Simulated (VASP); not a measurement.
# C (R-3m) in VASP: further runs

The runs below take C through single point, with LDA.

Program: VASP 6.6.1. These are calculated values, not measurements. Logs are shortened: lines on timing, memory, paths and dates and some standing lists are left out, and cuts for length are marked.

## 1. The crystal as given

Symmetry: R-3m, No. 166, trigonal system. The conventional cell has a = 2.466 Å, b = 2.466 Å, c = 24.848 Å, α = 90.00°, β = 90.00°, γ = 120.00°. Around C (site symmetry 3m) lie 3 C at 1.42 Å. C (site symmetry 3m) has 3 C at 1.42 Å as nearest neighbours.

This isn't the form of C at room conditions, which is graphite.

## 2. Single point, LDA

INCAR

```
SYSTEM = C
PREC = Accurate
ENCUT = 520
EDIFF = 1E-6
ISMEAR = 0
SIGMA = 0.05
LREAL = .FALSE.
LASPH = .TRUE.
NELM = 100
ALGO = Normal
ISIF = 2
LWAVE = .FALSE.
LCHARG = .FALSE.
GGA = CA
ADDGRID = .FALSE.
```

KPOINTS

```
Automatic mesh
0
G
  4 4 4
  0 0 0
```

POSCAR

```
C
1.0
    1.2331880975      0.7119814801      8.2826151019
   -1.2331880975      0.7119814801      8.2826151019
    0.0000000000     -1.4239629601      8.2826151019
C
4
Direct
    0.0871730800      0.0871730800      0.0871730800
    0.7538500600      0.7538500600      0.7538500600
    0.2461499400      0.2461499400      0.2461499400
    0.9128269200      0.9128269200      0.9128269200
```

Potentials or basis: VASP PAW LDA potentials, release 64 (C).

On the command line:

```sh
> cat potpaw_LDA.64/C/POTCAR > POTCAR
> mpirun -np 1 vasp_std > vasp.out
```

OUTCAR:

```text
SYSTEM = C
   PREC = Accurate
   ENCUT = 520
   EDIFF = 1E-6
   ISMEAR = 0
   LREAL = .FALSE.
   LASPH = .TRUE.
   NELM = 100
   ISIF = 2
   GGA = CA

 Found     13 irreducible k-points:

 Following reciprocal coordinates:
            Coordinates               Weight
  0.000000  0.000000  0.000000      1.000000
  0.250000 -0.000000 -0.000000      6.000000
  0.500000 -0.000000 -0.000000      3.000000
  0.250000  0.250000 -0.000000      6.000000
  0.500000  0.250000 -0.000000     12.000000
 -0.250000  0.250000  0.000000      6.000000
   k-points           NKPTS =     13   k-points in BZ     NKDIM =     13   number of bands    NBANDS=     12
   number of dos      NEDOS =    301   number of ions     NIONS =      4
   total plane-waves  NPLWV = 262144
   dimension x,y,z NGX =    64 NGY =   64 NGZ =   64
   dimension x,y,z NGXF=   128 NGYF=  128 NGZF=  128
   ions per type =               4
   NGX,Y,Z   is equivalent  to a cutoff of  12.66, 12.66, 12.66 a.u.
   NGXF,Y,Z  is equivalent  to a cutoff of  25.32, 25.32, 25.32 a.u.
 SYSTEM =  C
   PREC   = accura    normal or accurate (medium, high low for compatibility)
   ISTART =      0    job   : 0-new  1-cont  2-samecut
   ICHARG =      2    charge: 1-file 2-atom 10-const
   ISPIN  =      1    spin polarized calculation?
   LNONCOLLINEAR =      F non collinear calculations
   LSORBIT =      F    spin-orbit coupling
   LASPH  =      T    aspherical Exc in radial PAW
   ENCUT  =  520.0 eV  38.22 Ry    6.18 a.u.  15.63 15.63 15.63*2*pi/ulx,y,z
   NELM   =    100;   NELMIN=  2; NELMDL= -5     # of ELM steps
   EDIFF  = 0.1E-05   stopping-criterion for ELM
   LREAL  =      F    real-space projection
   EDIFFG = 0.1E-04   stopping-criterion for IOM
   NSW    =      0    number of steps for IOM
   IBRION =     -1    ionic relax: 0-MD 1-quasi-New 2-CG
   NFREE  =      0    steps in history (QN), initial steepest desc. (CG)
   ISIF   =      2    stress and relaxation
   ISYM   =      2    0-nonsym 1-usesym 2-fastsym
   POTIM  = 0.5000    time-step for ionic-motion
   TEBEG  =    0.0;   TEEND  =   0.0 temperature during run
   PSTRESS=    0.0 pullay stress
   NELECT =      16.0000    total number of electrons
   NUPDOWN=      -1.0000    fix difference up-down
   EMIN   =  10.00;   EMAX   =-10.00  energy-range for DOS
   EFERMI =   0.00;   METHOD = LEGACY
   ISMEAR =     0;   SIGMA  =   0.05  broadening in eV -4-tet -1-fermi 0-gaus
   EFERMI_NEDOS =   21; number of points for ismear=-14 and -15
   IALGO  =     38    algorithm
   IMIX   =      4    mixing-type and parameters
     AMIX     =   0.40;   BMIX     =  1.00
     AMIX_MAG =   1.60;   BMIX_MAG =  1.00
  volume/ion in A,a.u.               =      10.91        73.61
  Fermi-wavevector in a.u.,A,eV,Ry     =   1.171771  2.214325 18.681428  1.373046
  Thomas-Fermi vector in A             =   2.308209
   LORBIT       =      0    0 simple, 1 ext, 2 COOP (PROOUT), +10 PAW based schemes
   GGA     = CA    functional components
   LHFCALC =     F    Hartree Fock is set to
   AEXX    =    0.0000 exact exchange contribution
   IVDW    =     0    specifies the selected vdW correction
   LEPSILON=     F    determine dielectric tensor
   LRPA    =     F    only Hartree local field effects (RPA)
 non-spin polarized calculation
 Gauss-broadening in eV      SIGMA  =   0.05
  energy-cutoff  :      520.00
  volume of cell :       43.63
 maximum number of plane-waves:      1191
 NGX is ok and might be reduce to    64
   NGX = 31   NGY = 31   NGZ = 31

 number of electron      16.0000001 magnetization

 Free energy of the ion-electron system (eV)
  ---------------------------------------------------
  ext. energy  EPLUGINS =         0.00000000
  ---------------------------------------------------
  free energy    TOTEN  =       -40.43762544 eV

  energy without entropy =      -40.43762544  energy(sigma->0) =      -40.43762544

 E-fermi :   0.8993     XC(G=0):  -9.3631

 val. band max:        0.6701449633   @ k =   0.5000  -0.0000  -0.0000
 cond. band min:       4.2316012362   @ k =   0.5000  -0.0000  -0.0000
 fundamental gap:      3.5614562729
 Fermi energy:         0.8993096618

 k-point     1 :       0.0000    0.0000    0.0000
  band No.  band energies     occupation
      1     -16.4635      2.00000
      2     -16.4057      2.00000
      3      -5.1051      2.00000
      4      -4.4512      2.00000
      5      -0.1762      2.00000
      6      -0.1762      2.00000
      7      -0.1737      2.00000
      8      -0.1737      2.00000
      9       5.6269      0.00000
     10       9.2371      0.00000
     11      11.1085      0.00000
     12      11.1150      0.00000

 k-point     2 :       0.2500   -0.0000   -0.0000
  band No.  band energies     occupation
      1     -15.0033      2.00000
      2     -14.9533      2.00000
      3      -4.4845      2.00000
      4      -4.4724      2.00000
      5      -3.3403      2.00000
      6      -2.7569      2.00000
      7      -2.1814      2.00000
      8      -2.1781      2.00000
      9       7.5821      0.00000
     10       9.8607      0.00000
     11      10.1381      0.00000
     12      10.8711      0.00000
[... 31 lines left out ...]
 k-point     5 :       0.5000    0.2500   -0.0000
  band No.  band energies     occupation
      1     -12.1890      2.00000
      2     -12.1580      2.00000
      3      -7.5068      2.00000
      4      -7.4895      2.00000
      5      -6.0915      2.00000
      6      -6.0779      2.00000
      7      -0.0670      2.00000
      8       0.2854      2.00000
      9       5.5481      0.00000
     10       5.7673      0.00000
     11      11.5598      0.00000
     12      12.6797      0.00000

 k-point     6 :      -0.2500    0.2500    0.0000
  band No.  band energies     occupation
      1     -12.1935      2.00000
      2     -12.1534      2.00000
      3      -7.5051      2.00000
      4      -7.4912      2.00000
      5      -6.0902      2.00000
      6      -6.0792      2.00000
      7      -0.1231      2.00000
      8       0.3496      2.00000
      9       5.5764      0.00000
     10       5.7372      0.00000
     11      11.3124      0.00000
     12      12.8594      0.00000

 [... further k-points ...]

------------------------ aborting loop because EDIFF is reached ----------------------------------------

  FORCE on cell =-STRESS in cart. coord.  units (eV):
  Direction    XX          YY          ZZ          XY          YZ          ZX
  --------------------------------------------------------------------------------------
  -------------------------------------------------------------------------------------
  Total       -2.3003991     -2.3003991     -0.2437160      0.0000000     -0.0000000      0.0000000
  in kB      -84.4689356    -84.4689356     -8.9490698      0.0000000     -0.0000000      0.0000000
  external PRESSURE =     -59.2956470 kB  Pullay stress =       0.0000000 kB

 VOLUME and BASIS-vectors are now :
 -----------------------------------------------------------------------------
  energy-cutoff  :      520.00
  volume of cell :       43.63
      direct lattice vectors                 reciprocal lattice vectors
     1.233188098  0.711981480  8.282615102     0.405453151  0.234088486  0.040244938
    -1.233188098  0.711981480  8.282615102    -0.405453151  0.234088486  0.040244938
     0.000000000 -1.423962960  8.282615102     0.000000000 -0.468176972  0.040244938

 POSITION                                       TOTAL-FORCE (eV/Angst)
 -----------------------------------------------------------------------------------
      0.00000      0.00000      2.16606         0.000000      0.000000      0.005147
      0.00000      0.00000     18.73155         0.000000     -0.000000     -0.003809
      0.00000      0.00000      6.11630         0.000000      0.000000      0.003809
      0.00000      0.00000     22.68178         0.000000     -0.000000     -0.005147
 -----------------------------------------------------------------------------------
    total drift:                               -0.000000     -0.000000      0.000000

  FREE ENERGIE OF THE ION-ELECTRON SYSTEM (eV)
  ---------------------------------------------------
  free  energy   TOTEN  =       -40.4376254398 eV

  energy  without entropy=      -40.4376254398  energy(sigma->0) =      -40.43762544
```

OSZICAR:

```text
N       E                     dE             d eps       ncg     rms          rms(c)
DAV:   1     0.563640451745E+02    0.56364E+02   -0.81288E+03   312   0.120E+03
DAV:   2    -0.378943149141E+02   -0.94258E+02   -0.83524E+02   448   0.234E+02
DAV:   3    -0.431833585472E+02   -0.52890E+01   -0.52533E+01   372   0.585E+01
DAV:   4    -0.432688401836E+02   -0.85482E-01   -0.85371E-01   400   0.867E+00
DAV:   5    -0.432710743222E+02   -0.22341E-02   -0.22327E-02   388   0.136E+00    0.918E+00
DAV:   6    -0.411387602081E+02    0.21323E+01   -0.21106E+00   376   0.100E+01    0.525E+00
DAV:   7    -0.404350901656E+02    0.70367E+00   -0.23880E+00   368   0.108E+01    0.137E+00
DAV:   8    -0.404389883434E+02   -0.38982E-02   -0.95493E-02   344   0.222E+00    0.219E-01
DAV:   9    -0.404376521887E+02    0.13362E-02   -0.32076E-03   392   0.453E-01    0.115E-01
DAV:  10    -0.404376205603E+02    0.31628E-04   -0.87475E-04   364   0.202E-01    0.590E-02
DAV:  11    -0.404376239618E+02   -0.34015E-05   -0.36430E-05   388   0.458E-02    0.767E-03
DAV:  12    -0.404376252912E+02   -0.13295E-05   -0.18326E-06   340   0.114E-02    0.325E-03
DAV:  13    -0.404376254398E+02   -0.14857E-06   -0.29243E-07   252   0.463E-03
   1 F= -.40437625E+02 E0= -.40437625E+02  d E =-.100069E-11
```

stdout:

```text
POSCAR found type information on POSCAR C
 POSCAR found :  1 types and       4 ions
 scaLAPACK will be used
 LDA part: xc-table for (Slater(with rela. corr.)+CA(PZ))
 , standard interpolation
 POSCAR, INCAR and KPOINTS ok, starting setup
 FFT: planning ... GRIDC
 FFT: planning ... GRID_SOFT
 FFT: planning ... GRID
 WAVECAR not read
 entering main loop
```

It took 29 s on 1 thread of Intel Xeon 6975P-C (Granite Rapids), shared host; peak memory 0.35 GiB.

These settings aren't checked as converged: the numbers below hold their error.

What came out:

| Property | Result |
| --- | --- |
| Free energy | -40.4376 eV |
| Pressure | -5.9 GPa |
| Largest force | 0.005 eV/Å |
| Band gap on the k mesh | 3.56 eV, direct |

Caveat: the k mesh is coarse (spacing up to 0.74 Å⁻¹), so the values aren't converged.

(Part 1 of 2 ends here.)
